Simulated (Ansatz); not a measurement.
# Si2Ni (Fm-3m) in Ansatz: further runs

Runs on Si2Ni. Level: PBEsol. Tasks: band structure.

Everything below comes from runs of Ansatz 0.2.0. Logs are shortened: lines on timing, memory, paths and dates and some standing lists are left out, and cuts for length are marked.

## Step 1: Starting point

It takes space group Fm-3m (No. 225, cubic). The conventional cell has a = 5.406 Å, b = 5.406 Å, c = 5.406 Å, α = 90.00°, β = 90.00°, γ = 90.00°. Around Ni (site symmetry m-3m) lie 8 Si at 2.34 Å. Around Si (site symmetry -43m) lie 4 Ni at 2.34 Å.

## Step 2: Band structure, PBEsol, collinear spin, ferromagnetic start

File input.yaml:

```yaml
crystal:
  lattice:
    - [0.0, 2.703, 2.703]
    - [2.703, 0.0, 2.703]
    - [2.703, 2.703, 0.0]
  atoms:
    - { symbol: Ni, position: [0.0, 0.0, 0.0], spin: 1.0 }
    - { symbol: Si, position: [0.75, 0.75, 0.75] }
    - { symbol: Si, position: [0.25, 0.25, 0.25] }
kpoints:
  mp_grid: { grid: [9, 9, 9] }
  band_path:
    path:
      - [0.0, 0.0, 0.0]
      - [0.5, 0.0, 0.5]
      - [0.5, 0.25, 0.75]
      - [0.375, 0.375, 0.75]
      - [0.0, 0.0, 0.0]
      - [0.5, 0.5, 0.5]
      - [0.625, 0.25, 0.625]
      - [0.5, 0.25, 0.75]
    npoints: 12
scf:
  occupations: { method: fermi_dirac, width: 0.05 }
hamiltonian:
  xc: pbesol
  pseudopotentials: { kind: all_electron, datasets: crystal }
magnetization:
  spin_polarized: true
output:
  forces: true
  stress: true
  eigenvalues: true
```

Potentials or basis: all-electron PAW datasets made for the crystal.

Command:

```console
> ansatz run input.yaml --threads 4 --pin off --max-ram 12288MiB --backend cpu --events-out ev --progress --plain --runs-dir out
```

Standard output:

```text
Warning: RAYON_NUM_THREADS=4 ignored (pool sized by the plan → 4); use --threads N
hamiltonian.pseudopotentials.datasets: crystal makes datasets for this crystal and solves the spheres of its atoms anew in each pass: cutoff 320.0 eV, the density's 1280.0 eV; for an error of 0.50 meV an atom under PBE, 1.5 meV for the cell; an energy difference from a run of another recipe may be off by several times the error for the cell, under r2SCAN by more, where some 0.1 meV an atom stays at smaller errors; Si in spheres of 1.122 Å, 4 of its electrons in bands; Ni in spheres of 1.212 Å, 18 of its electrons in bands
band count auto-derived: 19 (N_el = 26.0; filled up to band 13; 18 by the electrons, moments and atoms)
Engine: ansatz 0.2.0, aarch64-unknown-linux-gnu
Pseudopotentials: kind: all_electron
Pseudopotential: Ni, paw, valence charge 18, recommended cutoff 320 eV (normal), crystal/all_electron/pbesol/scalar/gaussian/Ni, Koelling and Harmon's equation, gaussian nucleus
Pseudopotential: Si, paw, valence charge 4, recommended cutoff 320 eV (normal), crystal/all_electron/pbesol/scalar/gaussian/Si, Koelling and Harmon's equation, gaussian nucleus
Functional definition: PBEsol
  exchange = pbesol_x
  correlation = pbesol_c
a search for the magnetic state begins, with frozen cores and fixed partial waves. It gives no result and prints no iterations
the search for the magnetic state of this step took 11 SCF iterations with frozen cores. It stayed in its first state, in which the spheres begin
Crystal: 3 atoms, lattice volume = 39.497 Å³
Basis set: ecut = 320 eV, 531 PW (Γ), exchange–correlation on 48×48×48 points (8 copies of the dense FFT grid, shifted against one another)
Bands: 19, of which v1, the nominal top of the filled ones, is band 13 counted from 1 (12 counted from 0)
Symmetry: 48 space group operations
Space group: Fm-3m (ITA 225), of the structure as read, at distance tolerance 3.4e-5 Å
Magnetic group: BNS 225.116 (UNI 1618), of the structure as read, at distance tolerance 3.4e-5 Å
k-points: 35 of 729
Non-local potential: Ni, projectors of the file, l = 0: 3, l = 1: 2, l = 2: 2
Non-local potential: Si, projectors of the file, l = 0: 1, l = 1: 1
PAW form: soft (Blöchl's): semilocal exchange-correlation on the pseudo side does not see the compensation charge
PAW one-centre angular grid: Ni, 590 points (default); XC on its mesh's 1891 points in the sphere
PAW one-centre angular grid: Si, 110 points (default); XC on its mesh's 1933 points in the sphere
Initial density: read from a saved state, or passed on in memory by an earlier SCF of this step, an earlier step, the calling program or the single point that the run made first
Starting moments: Σ|m| = 1 μB on 1 of 3 sites; this step starts from the density that it was given
Initial wavefunctions: pseudopotential atomic-orbital guess
Functional: x = pbesol(κ = 0.804, μ = 0.12345679012345678), c = pbesol(β = 0.046)
iter 1 solved again at ethr=7.49e-5 eV; its pass at ethr=1.00e-1 eV (dr2=7.62e-2 eV) is discarded
SCF iter   1: F=—  HF=-57105.482251 eV  |F-HF|=—  |Δ(HF+E_count)|=         —  Δρ=7.95e-3 (↑7.95e-3 ↓7.95e-3)  dr2=1.96e-2  dr2_m=1.52e-11  M=0.000 μB ∫|m|=0.000 μB  β_m=0.30  ethr=7.49e-5  ⟨swp⟩=4.0  Hψ=11268  notcnv=0
preconditioner: auto → Kerker (q_TF=auto, 2.545 Å⁻¹)  [metal: Δε(μ)=0.106 eV  Ē_g=9.598 eV  σ=0.050 eV  W_gap=0.48  n_scr=14 (ndim 8)  ℏωp=25.1 eV  f_vac=0.008  D(μ)=0.90/eV (n_scr^D=8)]
spin=Collinear: Kerker preconditioning applied to the charge; magnetization (m = ρ↑ − ρ↓) channel mixes plain (no charge-response kernel on spin).
SCF iter   2: F=—  HF=-57105.454122 eV  |F-HF|=—  |Δ(HF+E_count)|=   2.81e-2  Δρ=1.66e-2 (↑1.66e-2 ↓1.66e-2)  dr2=3.12e-1  dr2_m=8.48e-12  M=0.000 μB ∫|m|=0.000 μB  β_m=0.34  ethr=7.49e-5  ⟨swp⟩=3.8  Hψ=3670  notcnv=0
SCF iter   3: F=—  HF=-57105.430786 eV  |F-HF|=—  |Δ(HF+E_count)|=   2.33e-2  Δρ=3.97e-3 (↑3.97e-3 ↓3.97e-3)  dr2=8.65e-3  dr2_m=6.29e-12  M=0.000 μB ∫|m|=0.000 μB  β_m=0.20  ethr=7.49e-5  ⟨swp⟩=3.7  Hψ=3640  notcnv=0
SCF iter   4: F=—  HF=-57105.406907 eV  |F-HF|=—  |Δ(HF+E_count)|=   2.39e-2  Δρ=2.21e-3 (↑2.21e-3 ↓2.21e-3)  dr2=1.75e-3  dr2_m=2.68e-12  M=0.000 μB ∫|m|=0.000 μB  β_m=0.68  ethr=3.33e-5  ⟨swp⟩=3.0  Hψ=3596  notcnv=0
SCF iter   5: F=—  HF=-57105.406539 eV  |F-HF|=—  |Δ(HF+E_count)|=   3.68e-4  Δρ=1.07e-3 (↑1.07e-3 ↓1.07e-3)  dr2=1.67e-3  dr2_m=2.52e-13  M=0.000 μB ∫|m|=0.000 μB  β_m=0.84  ethr=6.74e-6  ⟨swp⟩=3.1  Hψ=2374  notcnv=0
SCF iter   6: F=—  HF=-57105.408507 eV  |F-HF|=—  |Δ(HF+E_count)|=   1.97e-3  Δρ=5.33e-4 (↑5.33e-4 ↓5.33e-4)  dr2=4.12e-4  dr2_m=4.54e-14  M=0.000 μB ∫|m|=0.000 μB  β_m=0.84  ethr=6.41e-6  ⟨swp⟩=2.2  Hψ=2984  notcnv=0  defer=4
iter 7 solved again at ethr=1.29e-8 eV; its pass at ethr=1.59e-6 eV (dr2=3.36e-6 eV) is discarded
SCF iter   7: F=—  HF=-57105.408450 eV  |F-HF|=—  |Δ(HF+E_count)|=   5.72e-5  Δρ=5.12e-5 (↑5.12e-5 ↓5.12e-5)  dr2=2.84e-6  dr2_m=1.63e-14  M=0.000 μB ∫|m|=0.000 μB  β_m=0.92  ethr=1.29e-8  ⟨swp⟩=3.4  Hψ=4996  notcnv=0
eigensolver tolerance schedule: the retry pair's looser diagonalisation over-reported the residual by 0.18 of it (diagonalisation noise at 0.18 of the residual, at the tolerance the schedule requests for it); recorded, not acted on — ethr = c·dr2/N_el stays at c = 1.0e-1
SCF iter   8: F=—  HF=-57105.408451 eV  |F-HF|=—  |Δ(HF+E_count)|=   1.18e-6  Δρ=1.38e-5 (↑1.38e-5 ↓1.38e-5)  dr2=2.58e-7  dr2_m=2.00e-15  M=0.000 μB ∫|m|=0.000 μB  β_m=0.96  ethr=1.09e-8  ⟨swp⟩=2.3  Hψ=2288  notcnv=0  defer=4
SCF iter   9: F=—  HF=-57105.408451 eV  |F-HF|=—  |Δ(HF+E_count)|=   5.98e-8  Δρ=1.20e-5 (↑1.20e-5 ↓1.20e-5)  dr2=2.29e-7  dr2_m=3.52e-17  M=0.000 μB ∫|m|=0.000 μB  β_m=0.96  ethr=9.91e-10  ⟨swp⟩=3.1  Hψ=2896  notcnv=0
SCF iter  10: F=-57105.408451 eV  HF=-57105.408451 eV  |F-HF|=1.07e-8  |Δ(HF+E_count)|=   5.04e-8  Δρ=2.16e-6 (↑2.16e-6 ↓2.16e-6)  dr2=7.43e-9  dr2_m=1.64e-19  M=-0.000 μB ∫|m|=0.000 μB  ethr=8.79e-10  ⟨swp⟩=3.0  Hψ=2394  notcnv=0
WARN: the starting moments were not kept: the SCF closed with an absolute magnetisation of 1.0e-9 μB, where they sum to 1 μB in size (1 site). That is at most 0.1 of that sum. Measured as dr2_m measures the in/out step, that magnetisation stands 8.0e-19 eV from none, at or under the dr2_threshold of 9.4e-8 eV: it is no larger than a step whose dr2_m would equal this threshold. The system may hold no moment; this SCF shows only that its start led to no more than that. This SCF took its magnetisation from a saved state (the deck's checkpoint.read, a session's seed or a resume), or from the single point or search that the run made first, and not from the starting moments. Where the run's atoms have moved since that state, how it is taken is a key of its own (checkpoint.density_extrapolation: follow_atoms, where typed, takes the whole of its magnetisation to them with its atoms, but for some exceptions; the density_extrapolation keyword of a session's seed is the same key). To be rid of a resumed run's state, run its deck in a fresh run directory. To be rid of the state of a single point that the run made first, give starting moments in the input or, where a deck that gives them still makes one, type scf.lower_state_search: off. To try another start, run it without that state. A second SCF, from the converged charge density, with the starting moments and any scf.initial_density.shell_occupations laid on it anew, would have followed, and was not run: the deck does not ask for one (magnetization.retry_lost_moments is false, the default). To let it run, set magnetization.retry_lost_moments: true and run the deck again, where that key's refused combinations let it; where memory then withholds it, that run's warning says so.
SCF 1 converged in 10 iterations: F = -57105.408450 eV  dr2 = 7.43e-9
  Residual-converged pass: ⟨swp⟩=3.0  Hψ=2690  notcnv=0  max |occ|·‖R‖ = 6.3e-6 eV (tolerance 6.5e-6 eV)  dr2=8.44e-9  dr2_m=1.35e-19  dr2_onsite=7.77e-9  max |Δocc| = 7.2e-11
NSCF: frozen V_eff on 85 k-points
SCF converged after 10 iterations
Magnetization: -0.0000 μB (13.0000 up, 13.0000 down)
Absolute magnetization: 0.0000 μB (∫|ρ↑−ρ↓|)
Spin contamination: -0.0351 ħ² per cell (⟨S²⟩ above its minimum at these occupations)
Per-site moments (μB) at R_I (Å): [(-5.494331462368033e-10, 0.9656074999021016), (3.2693426720063508e-12, 0.9656074999021016), (3.2692922315690506e-12, 0.9656074999021018)]
Free energy (F): -57105.408450 eV
Harris-Foulkes:  -57105.408450 eV  (|F-HF|=1.07e-8)
Internal energy: -57105.400689 eV  (E = F + TS)
E sigma→0 (E₀):  -57105.404569 eV
Entropy (-TS):   -0.007761 eV (-2.587 meV/atom)
Past the cutoff: the bands carry plane waves up to 1.75 times it, of which those up to 1.5 times it add -0.000413 eV an atom, each by itself; the spheres take 0.000166 eV an atom off the energy for waves past 1.75 times it
By the cutoff:   a pressure is off by up to 0.006 GPa (1.2 times the spheres' own share and the shells' term, over an atom's volume, and 0.004 GPa: a bound that held against runs at twice the plane waves)
Past the cutoffs: a stress includes 0.0007 GPa for waves and charges beyond them, in addition to the slope of what the spheres take
In the spheres:  the bands' charges fall short by 1.5e-6 e at most (sound up to 1e-3)
Fermi energy:    14.495113 eV
--- Per-component energies (eV) ---
  E_band       = -311.848285
  E_kinetic    = 222.468010
  E_local      = -3290.231153  (includes V_loc(G=0)·N_el)
  E_nonlocal   = -795.010117
  E_hartree    = 1652.281980
  E_xc         = -121.485704
  E_vxc        = -152.328696  (∫ρ·V_xc dr)
  E_paw        = -58313.487319  (= ΣΔE_a)
  E_vpaw       = -5669.215758  (= ΣTr[D̂ρ^β])
  E_ewald      = -2527.848854
  E_smearing   = -0.007761  (= −TS)
  E_closure    = 6067.912468  (closes the sum)
  Σ components = -57105.408450   (vs F -57105.408450, Δ=0.00e0)
  The terms above E_closure are by the made datasets' own strengths, without shells solved beside the bands.
--- Forces (eV/Å), atoms counted from 1 ---
  atom   1  Ni     0.00000000    -0.00000000    -0.00000000
  atom   2  Si    -0.00000000     0.00000000     0.00000000
  atom   3  Si     0.00000000    -0.00000000    -0.00000000
  max |Σ_I F_I| component: 5.78e-18 eV/Å
--- Stress (GPa, compression-positive) ---
       -0.916999       0.000000      -0.000000
       -0.000000      -0.916999       0.000000
       -0.000000      -0.000000      -0.916999
  P = ⅓ Tr σ = -0.9170 GPa (-9.170 kbar)
--- Band table (eV; the first three rows and the last of 70) ---
  k-point 0 ↑: bands = ["-89.8452", "-50.3910", "-50.3910", "-50.3910", "0.5976", "9.2469", "9.2469", "9.2469", "10.9570", "10.9570", "14.1777", "16.2026", "16.2026", "16.2026", "16.6934", "16.6934", "16.6934"]
  k-point 1 ↑: bands = ["-89.8452", "-50.3911", "-50.3910", "-50.3910", "0.7808", "8.8793", "9.3045", "9.3045", "10.9236", "10.9236", "13.7739", "15.0645", "15.4423", "15.4423", "17.4049", "17.4049", "18.3615"]
  k-point 2 ↑: bands = ["-89.8452", "-50.3914", "-50.3910", "-50.3910", "1.3248", "7.8824", "9.4491", "9.4491", "10.8753", "10.8753", "12.3087", "14.5494", "14.5494", "15.4121", "17.1001", "17.1001", "18.0604"]
  k-point 34 ↓: bands = ["-89.8452", "-50.3918", "-50.3916", "-50.3913", "4.9898", "5.7957", "7.6612", "7.8983", "10.5569", "10.7305", "10.9925", "11.3342", "12.0699", "16.2084", "17.0204", "18.7468", "20.4395"]
```

Wall time 9.9 s (4 threads of Arm Neoverse V1, shared host); peak memory 0.62 GiB.

Results:

```
Free energy             : -57105.4085 eV
Pressure                : -0.9 GPa
Band gap along the path : none (metal or under the smearing width)
Net moment              : 0.00 μB per cell
Absolute moment         : 0.00 μB per cell
```

Levels at the corners of the path, in eV from the Fermi level:
Spin up:
| point | band 10 | band 11 | band 12 | band 13 | band 14 | band 15 | band 16 | band 17 |
| --- | --- | --- | --- | --- | --- | --- | --- | --- |
| Γ | -3.54 | -0.32 | 1.71 | 1.71 | 1.71 | 2.20 | 2.20 | 2.20 |
| X | -3.64 | -3.64 | -3.48 | -3.13 | -0.42 | 1.32 | 7.71 | 8.28 |
| W | -3.77 | -3.64 | -3.20 | -2.45 | 2.21 | 2.21 | 4.56 | 5.19 |
| K | -3.83 | -3.46 | -2.94 | -2.66 | 0.18 | 3.58 | 4.67 | 6.33 |
| Γ | -3.54 | -0.32 | 1.71 | 1.71 | 1.71 | 2.20 | 2.20 | 2.20 |
| L | -3.36 | -3.36 | -1.49 | -1.49 | 1.70 | 1.80 | 1.80 | 2.58 |
| U | -3.83 | -3.46 | -2.94 | -2.66 | 0.18 | 3.58 | 4.67 | 6.33 |
| W | -3.77 | -3.64 | -3.20 | -2.45 | 2.21 | 2.21 | 4.56 | 5.19 |
Spin down:
```csv
point,band 11,band 12,band 13,band 14,band 15,band 16
Γ,-0.32,1.71,1.71,1.71,2.20,2.20
X,-3.64,-3.48,-3.13,-0.42,1.32,7.71
W,-3.64,-3.20,-2.45,2.21,2.21,4.56
K,-3.46,-2.94,-2.66,0.18,3.58,4.67
Γ,-0.32,1.71,1.71,1.71,2.20,2.20
L,-3.36,-1.49,-1.49,1.70,1.80,1.80
U,-3.46,-2.94,-2.66,0.18,3.58,4.67
W,-3.64,-3.20,-2.45,2.21,2.21,4.56
```

Caveat: the starting moments weren't kept.

## Step 3: Band structure, PBEsol, collinear spin, ferromagnetic start

Edit input.yaml of step 2 so:

```diff
@@ -26,3 +26,6 @@
   xc: pbesol
-  pseudopotentials: { kind: all_electron, datasets: crystal }
+  pseudopotentials:
+    kind: all_electron
+    lapw: { basis_error: 0.002 }
+    dirac_shells: { Ni: ["2p"], Si: ["2p"] }
 magnetization:
```

Potentials or basis: all-electron LAPW, inner shells corrected to Dirac's equation.

Command:

```console
> ansatz run input.yaml --threads 4 --pin off --max-ram 12288MiB --backend cpu --events-out ev --progress --plain --runs-dir out
```

It took 12 s on 4 threads of Arm Neoverse V1, shared host; peak memory 0.47 GiB.

It converged, with:

```yaml
Free_energy: -57106.4255 eV
Pressure: -0.9 GPa
Band_gap_along_the_path: none (metal or under the smearing width)
Net_moment: 0.00 μB per cell
Absolute_moment: 0.00 μB per cell
```

Levels at the corners of the path, in eV from the Fermi level:
Spin up:
```
point  band 18  band 19  band 20  band 21  band 22  band 23  band 24  band 25
    Γ    -3.54    -0.32     1.71     1.71     1.71     2.20     2.20     2.20
    X    -3.64    -3.64    -3.48    -3.13    -0.42     1.32     7.71     8.28
    W    -3.77    -3.64    -3.20    -2.45     2.21     2.21     4.56     5.19
    K    -3.83    -3.46    -2.94    -2.66     0.18     3.58     4.67     6.33
    Γ    -3.54    -0.32     1.71     1.71     1.71     2.20     2.20     2.20
    L    -3.36    -3.36    -1.49    -1.49     1.70     1.80     1.80     2.58
    U    -3.83    -3.46    -2.94    -2.66     0.18     3.58     4.67     6.33
    W    -3.77    -3.64    -3.20    -2.45     2.21     2.21     4.56     5.19
```
Spin down:
| point | band 18 | band 19 | band 20 | band 21 | band 22 | band 23 | band 24 | band 25 |
| --- | --- | --- | --- | --- | --- | --- | --- | --- |
| Γ | -3.54 | -0.32 | 1.71 | 1.71 | 1.71 | 2.20 | 2.20 | 2.20 |
| X | -3.64 | -3.64 | -3.48 | -3.13 | -0.42 | 1.32 | 7.71 | 8.28 |
| W | -3.77 | -3.64 | -3.20 | -2.45 | 2.21 | 2.21 | 4.56 | 5.19 |
| K | -3.83 | -3.46 | -2.94 | -2.66 | 0.18 | 3.58 | 4.67 | 6.33 |
| Γ | -3.54 | -0.32 | 1.71 | 1.71 | 1.71 | 2.20 | 2.20 | 2.20 |
| L | -3.36 | -3.36 | -1.49 | -1.49 | 1.70 | 1.80 | 1.80 | 2.58 |
| U | -3.83 | -3.46 | -2.94 | -2.66 | 0.18 | 3.58 | 4.67 | 6.33 |
| W | -3.77 | -3.64 | -3.20 | -2.45 | 2.21 | 2.21 | 4.56 | 5.19 |

Caveat: the starting moments weren't kept.
